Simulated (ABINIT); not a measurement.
Runs of ABINIT 10.8.3 (patched build) on C. It takes space group P4/mmm (No. 123, tetragonal). The conventional cell has a = 4.255 Å, b = 4.255 Å, c = 1.282 Å, α = 90.00°, β = 90.00°, γ = 90.00°. Around C (site symmetry 4/mmm) lie 2 C at 1.28 Å. The cell was built by a generator and needn't be a form met in nature.

| level | gap on the mesh (eV) | pressure (GPa) |
| --- | --- | --- |
| PBEsol | none | 0.0 |
| LDA | none | (a) |
| r2SCAN | none | -2.4 |
| SCAN | none | -2.3 |

Alike in all rows: task band structure; potentials or basis JTH PAW PBE v2.0; no spin polarisation; cell as given; k mesh 6 × 6 × 20; cutoff (eV) 626; smearing fermi-dirac 0.05 eV.

**Question.** Fill in the values left out.

**Answer.** (a) -1.8.

Caveats: the atomic spheres overlap; the PAW data sets were made with another functional, which shifts forces and pressure a little.

A gap of «none» marks a metal or a gap under the smearing width.
